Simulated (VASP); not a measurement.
# ZnS (F-43m) in VASP: further runs, part 2 of 2

VASP 6.6.1. Earlier steps stand in the parts before.

### 3 Single point, PBE, spin-orbit coupling, no magnetisation

Input file INCAR:

```
SYSTEM = ZnS
PREC = Accurate
ENCUT = 400
EDIFF = 1E-7
ISMEAR = 0
SIGMA = 0.02
LREAL = .False.
LASPH = .True.
NELM = 100
ALGO = Normal
ISIF = 2
LWAVE = .False.
LCHARG = .False.
LNONCOLLINEAR = .True.
MAGMOM = 0 0 0 0 0 0
LORBIT = 11
LSORBIT = .True.
GGA_COMPAT = .False.
GGA = PE
NBANDS = 34
```

Input file KPOINTS:

```
Automatic mesh
0
Gamma
  4 4 4
  0 0 0
```

Input file POSCAR:

```
ZnS
1.0
    0.0000000000      2.7020000000      2.7020000000
    2.7020000000      0.0000000000      2.7020000000
    2.7020000000      2.7020000000      0.0000000000
Zn S
1 1
Direct
    0.7500000000      0.7500000000      0.7500000000
    0.0000000000      0.0000000000      0.0000000000
```

Potentials or basis: VASP PAW PBE potentials, release 64 (Zn, S).

Started as:

```sh
$ cat potpaw_PBE.64/Zn/POTCAR potpaw_PBE.64/S/POTCAR > POTCAR
$ mpirun -np 1 vasp_ncl > vasp.out
```

OUTCAR:

```text
SYSTEM = ZnS
   PREC = Accurate
   ENCUT = 400
   EDIFF = 1E-7
   ISMEAR = 0
   LREAL = .False.
   LASPH = .True.
   NELM = 100
   ISIF = 2
   LNONCOLLINEAR = .True.
   LORBIT = 11
   LSORBIT = .True.
   GGA = PE

 Found     10 irreducible k-points:

 Following reciprocal coordinates:
            Coordinates               Weight
  0.000000  0.000000  0.000000      1.000000
  0.250000  0.000000  0.000000      4.000000
 -0.250000  0.000000  0.000000      4.000000
  0.500000  0.000000  0.000000      4.000000
  0.250000  0.250000  0.000000      6.000000
  0.500000  0.250000  0.000000     12.000000
   k-points           NKPTS =     10   k-points in BZ     NKDIM =     10   number of bands    NBANDS=     34
   number of dos      NEDOS =    301   number of ions     NIONS =      2
   total plane-waves  NPLWV =  21952
   dimension x,y,z NGX =    28 NGY =   28 NGZ =   28
   dimension x,y,z NGXF=    56 NGYF=   56 NGZF=   56
   ions per type =               1   1
   NGX,Y,Z   is equivalent  to a cutoff of  12.18, 12.18, 12.18 a.u.
   NGXF,Y,Z  is equivalent  to a cutoff of  24.36, 24.36, 24.36 a.u.
 SYSTEM =  ZnS
   PREC   = accura    normal or accurate (medium, high low for compatibility)
   ISTART =      0    job   : 0-new  1-cont  2-samecut
   ICHARG =      2    charge: 1-file 2-atom 10-const
   ISPIN  =      1    spin polarized calculation?
   LNONCOLLINEAR =      T non collinear calculations
   LSORBIT =      T    spin-orbit coupling
   LASPH  =      T    aspherical Exc in radial PAW
   ENCUT  =  400.0 eV  29.40 Ry    5.42 a.u.   6.23  6.23  6.23*2*pi/ulx,y,z
   NELM   =    100;   NELMIN=  2; NELMDL= -5     # of ELM steps
   EDIFF  = 0.1E-06   stopping-criterion for ELM
   LREAL  =      F    real-space projection
   EDIFFG = 0.1E-05   stopping-criterion for IOM
   NSW    =      0    number of steps for IOM
   IBRION =     -1    ionic relax: 0-MD 1-quasi-New 2-CG
   NFREE  =      0    steps in history (QN), initial steepest desc. (CG)
   ISIF   =      2    stress and relaxation
   ISYM   =      2    0-nonsym 1-usesym 2-fastsym
   POTIM  = 0.5000    time-step for ionic-motion
   TEBEG  =    0.0;   TEEND  =   0.0 temperature during run
   PSTRESS=    0.0 pullay stress
   NELECT =      18.0000    total number of electrons
   NUPDOWN=      -1.0000    fix difference up-down
   EMIN   =  10.00;   EMAX   =-10.00  energy-range for DOS
   EFERMI =   0.00;   METHOD = LEGACY
[... 273 lines left out ...]
    total drift:                                0.000001      0.000001      0.000001

  FREE ENERGIE OF THE ION-ELECTRON SYSTEM (eV)
  ---------------------------------------------------
  free  energy   TOTEN  =        -6.8038121117 eV

  energy  without entropy=       -6.8038121117  energy(sigma->0) =       -6.80381211

 Spin-Orbit-Coupling matrix elements

 Ion:    1  E_soc:     -0.0083713
 l=   1
     0.0000000    -0.0004113    -0.0004113
    -0.0004113     0.0000000    -0.0004113
    -0.0004113    -0.0004113     0.0000000
 l=   2
     0.0000000    -0.0002011     0.0000000    -0.0002011    -0.0007828
    -0.0002011     0.0000000    -0.0005871    -0.0002011    -0.0001957
     0.0000000    -0.0005871     0.0000000    -0.0005871     0.0000000
    -0.0002011    -0.0002011    -0.0005871     0.0000000    -0.0001957
    -0.0007828    -0.0001957     0.0000000    -0.0001957     0.0000000
 l=   3
     0.0000000     0.0000000     0.0000000     0.0000000     0.0000000     0.0000000     0.0000000
     0.0000000     0.0000000     0.0000000     0.0000000     0.0000000     0.0000000     0.0000000
     0.0000000     0.0000000     0.0000000     0.0000000     0.0000000     0.0000000     0.0000000
     0.0000000     0.0000000     0.0000000     0.0000000     0.0000000     0.0000000     0.0000000
     0.0000000     0.0000000     0.0000000     0.0000000     0.0000000     0.0000000     0.0000000
     0.0000000     0.0000000     0.0000000     0.0000000     0.0000000     0.0000000     0.0000000
     0.0000000     0.0000000     0.0000000     0.0000000     0.0000000     0.0000000     0.0000000

 Ion:    2  E_soc:     -0.0017602
 l=   1
     0.0000000    -0.0002934    -0.0002934
    -0.0002934     0.0000000    -0.0002934
    -0.0002934    -0.0002934     0.0000000
 l=   2
     0.0000000     0.0000000     0.0000000     0.0000000     0.0000000
     0.0000000     0.0000000     0.0000000     0.0000000     0.0000000
     0.0000000     0.0000000     0.0000000     0.0000000     0.0000000
     0.0000000     0.0000000     0.0000000     0.0000000     0.0000000
     0.0000000     0.0000000     0.0000000     0.0000000     0.0000000
 l=   3
     0.0000000     0.0000000     0.0000000     0.0000000     0.0000000     0.0000000     0.0000000
     0.0000000     0.0000000     0.0000000     0.0000000     0.0000000     0.0000000     0.0000000
     0.0000000     0.0000000     0.0000000     0.0000000     0.0000000     0.0000000     0.0000000
     0.0000000     0.0000000     0.0000000     0.0000000     0.0000000     0.0000000     0.0000000
     0.0000000     0.0000000     0.0000000     0.0000000     0.0000000     0.0000000     0.0000000
     0.0000000     0.0000000     0.0000000     0.0000000     0.0000000     0.0000000     0.0000000
     0.0000000     0.0000000     0.0000000     0.0000000     0.0000000     0.0000000     0.0000000

 total charge

# of ion       s       p       d       tot
------------------------------------------
    1        0.515   0.477   9.800  10.793
    2        1.311   2.447   0.000   3.757
--------------------------------------------------
tot          1.826   2.924   9.800  14.550

 magnetization (x)

# of ion       s       p       d       tot
------------------------------------------
    1        0.000  -0.000   0.000   0.000
    2        0.000  -0.000   0.000  -0.000
--------------------------------------------------
tot          0.000  -0.000   0.000  -0.000

 magnetization (y)

# of ion       s       p       d       tot
------------------------------------------
    1       -0.000   0.000   0.000   0.000
    2        0.000   0.000   0.000   0.000
--------------------------------------------------
tot          0.000   0.000   0.000   0.000

 magnetization (z)

# of ion       s       p       d       tot
------------------------------------------
    1        0.000  -0.000   0.000   0.000
    2        0.000   0.000   0.000   0.000
--------------------------------------------------
tot          0.000   0.000   0.000   0.000
```

stdout:

```text
POSCAR found type information on POSCAR ZnS
 POSCAR found :  2 types and       2 ions
 scaLAPACK will be used
 LDA part: xc-table for (Slater+PW92), standard interpolation
 POSCAR, INCAR and KPOINTS ok, starting setup
 FFT: planning ... GRIDC
 FFT: planning ... GRID_SOFT
 FFT: planning ... GRID
 WAVECAR not read
 entering main loop
```

Run time: 19 s. Hardware: 1 thread of AMD EPYC 9R45 (Zen 5), shared host; peak memory 0.21 GiB.

The run converged, but some of its settings lie outside the range that counts as converged, so its numbers aren't taken as properties of the crystal.

What came out:

```
Free energy                                           : -6.8038 eV
Pressure                                              : 1.8 GPa
Valence electrons inside the program's atomic spheres : Zn 10.79; S 3.76
```

Caveat: the k mesh is coarse (spacing up to 0.50 Å⁻¹), so the values aren't converged.

### 4 Single point, PBE, spin-orbit coupling, no magnetisation

INCAR: that of step 3 with these lines changed.

```diff
@@ -2,3 +2,3 @@
 PREC = Accurate
-ENCUT = 400
+ENCUT = 460
 EDIFF = 1E-7
```

KPOINTS is that of step 3.

POSCAR is that of step 3.

Potentials or basis: VASP PAW PBE potentials, release 64 (Zn, S).

Started as:

```sh
$ cat potpaw_PBE.64/Zn/POTCAR potpaw_PBE.64/S/POTCAR > POTCAR
$ mpirun -np 1 vasp_ncl > vasp.out
```

OUTCAR:

```text
SYSTEM = ZnS
   PREC = Accurate
   ENCUT = 460
   EDIFF = 1E-7
   ISMEAR = 0
   LREAL = .False.
   LASPH = .True.
   NELM = 100
   ISIF = 2
   LNONCOLLINEAR = .True.
   LORBIT = 11
   LSORBIT = .True.
   GGA = PE

 Found     10 irreducible k-points:

 Following reciprocal coordinates:
            Coordinates               Weight
  0.000000  0.000000  0.000000      1.000000
  0.250000  0.000000  0.000000      4.000000
 -0.250000  0.000000  0.000000      4.000000
  0.500000  0.000000  0.000000      4.000000
  0.250000  0.250000  0.000000      6.000000
  0.500000  0.250000  0.000000     12.000000
   k-points           NKPTS =     10   k-points in BZ     NKDIM =     10   number of bands    NBANDS=     34
   number of dos      NEDOS =    301   number of ions     NIONS =      2
   total plane-waves  NPLWV =  21952
[... 346 lines left out ...]
     0.0000000     0.0000000     0.0000000     0.0000000     0.0000000     0.0000000     0.0000000
     0.0000000     0.0000000     0.0000000     0.0000000     0.0000000     0.0000000     0.0000000
     0.0000000     0.0000000     0.0000000     0.0000000     0.0000000     0.0000000     0.0000000
     0.0000000     0.0000000     0.0000000     0.0000000     0.0000000     0.0000000     0.0000000
     0.0000000     0.0000000     0.0000000     0.0000000     0.0000000     0.0000000     0.0000000
     0.0000000     0.0000000     0.0000000     0.0000000     0.0000000     0.0000000     0.0000000

 total charge

# of ion       s       p       d       tot
------------------------------------------
    1        0.515   0.477   9.801  10.794
    2        1.310   2.448   0.000   3.758
--------------------------------------------------
tot          1.825   2.925   9.801  14.552

 magnetization (x)

# of ion       s       p       d       tot
------------------------------------------
    1        0.000   0.000   0.000   0.000
    2        0.000   0.000   0.000   0.000
--------------------------------------------------
tot          0.000   0.000   0.000   0.000

 magnetization (y)

# of ion       s       p       d       tot
------------------------------------------
    1        0.000  -0.000   0.000  -0.000
    2       -0.000   0.000   0.000  -0.000
--------------------------------------------------
tot         -0.000  -0.000   0.000  -0.000

 magnetization (z)

# of ion       s       p       d       tot
------------------------------------------
    1        0.000   0.000   0.000   0.000
    2       -0.000   0.000   0.000   0.000
--------------------------------------------------
tot         -0.000   0.000   0.000   0.000
```

stdout:

```text
POSCAR found type information on POSCAR ZnS
 POSCAR found :  2 types and       2 ions
 scaLAPACK will be used
 LDA part: xc-table for (Slater+PW92), standard interpolation
 POSCAR, INCAR and KPOINTS ok, starting setup
 FFT: planning ... GRIDC
 FFT: planning ... GRID_SOFT
 FFT: planning ... GRID
 WAVECAR not read
 entering main loop
```

It took 19 s on 1 thread of AMD EPYC 9R45 (Zen 5), shared host; peak memory 0.21 GiB.

These settings aren't checked as converged: the numbers below hold their error.

Results:

- Free energy: -6.8050 eV
- Pressure: 2.0 GPa
- Valence electrons inside the program's atomic spheres: Zn 10.79; S 3.76

Caveat: the k mesh is coarse (spacing up to 0.50 Å⁻¹), so the values aren't converged.

### 5 Single point, PBE, spin-orbit coupling, no magnetisation

INCAR: that of step 4 with these lines changed.

```diff
@@ -2,3 +2,3 @@
 PREC = Accurate
-ENCUT = 460
+ENCUT = 340
 EDIFF = 1E-7
```

Input file KPOINTS:

```
Automatic mesh
0
Gamma
  5 5 5
  0 0 0
```

POSCAR is that of step 4.

Started as:

```sh
$ cat potpaw_PBE.64/Zn/POTCAR potpaw_PBE.64/S/POTCAR > POTCAR
$ mpirun -np 1 vasp_ncl > vasp.out
```

Run time: 15 s. Hardware: 1 thread of AMD EPYC 9R45 (Zen 5), shared host; peak memory 0.16 GiB.

The run converged, but some of its settings lie outside the range that counts as converged, so its numbers aren't taken as properties of the crystal.

What came out:

```
Free energy                                           : -6.8391 eV
Pressure                                              : 1.6 GPa
Valence electrons inside the program's atomic spheres : Zn 10.79; S 3.75
```

Caveat: the k mesh is coarse (spacing up to 0.40 Å⁻¹), so the values aren't converged; the cutoff is under 1.25 times the usual one of these potentials, so pressure, stress and relaxed cells hold a basis-set (Pulay) error.

### 6 Single point, PBE, spin-orbit coupling, no magnetisation

INCAR: that of step 5 with these lines changed.

```diff
@@ -2,3 +2,3 @@
 PREC = Accurate
-ENCUT = 340
+ENCUT = 280
 EDIFF = 1E-7
```

Input file KPOINTS:

```
Automatic mesh
0
Gamma
  6 6 6
  0 0 0
```

POSCAR is that of step 5.

Potentials or basis: VASP PAW PBE potentials, release 64 (Zn, S).

Started as:

```sh
$ cat potpaw_PBE.64/Zn/POTCAR potpaw_PBE.64/S/POTCAR > POTCAR
$ mpirun -np 1 vasp_ncl > vasp.out
```

Wall time 21 s (1 thread of AMD EPYC 9R45 (Zen 5), shared host); peak memory 0.17 GiB.

These settings aren't checked as converged: the numbers below hold their error.

What came out:

```
Free energy                                           : -6.8388 eV
Valence electrons inside the program's atomic spheres : Zn 10.79; S 3.76
```

Caveat: the cutoff is under 1.25 times the usual one of these potentials, so pressure, stress and relaxed cells hold a basis-set (Pulay) error.

### 7 For comparison

An earlier run on the cell as given: functional PBEsol; potentials or basis VASP PAW PBE potentials, release 64 (Zn, S); cutoff 520 eV; k mesh 9 × 9 × 9; occupations fermi-dirac, width 0.05 eV; no spin polarisation.

- Pressure: -1.8 GPa
- Band gap on the k mesh: 1.98 eV, direct
